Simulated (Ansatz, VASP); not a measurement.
# Two plane-wave programs on Cu

```
Cu
1.0
    -1.39786    1.39786    1.39786
     1.39786   -1.39786    1.39786
     1.39786    1.39786   -1.39786
Cu
1
Direct
  0.00000 0.00000 0.00000
```

Alike in both runs: functional LDA; k mesh 15 × 15 × 15; occupations fermi-dirac, width 0.1 eV; no spin polarisation.

Ansatz relaxed the structure, and its values are those at the end. VASP's run is a single point on that final structure, the one shown.

```csv
,VASP,Ansatz
version,VASP 6.6.1,Ansatz 0.2.0
potentials or method,"VASP PAW LDA potentials, release 64 (Cu)","plane waves (420 eV) with PAW, scalar-relativistic"
plane-wave cutoff (eV),520,420
valence electrons in the cell,11,19
```

|  | VASP | Ansatz | Ansatz less VASP |
| --- | --- | --- | --- |
| pressure (GPa) | 0.9 | 0.0 | -0.86 |

The two sets of potentials don't hold the same shells in valence. Ansatz warned: «pseudo_functional_mismatch».
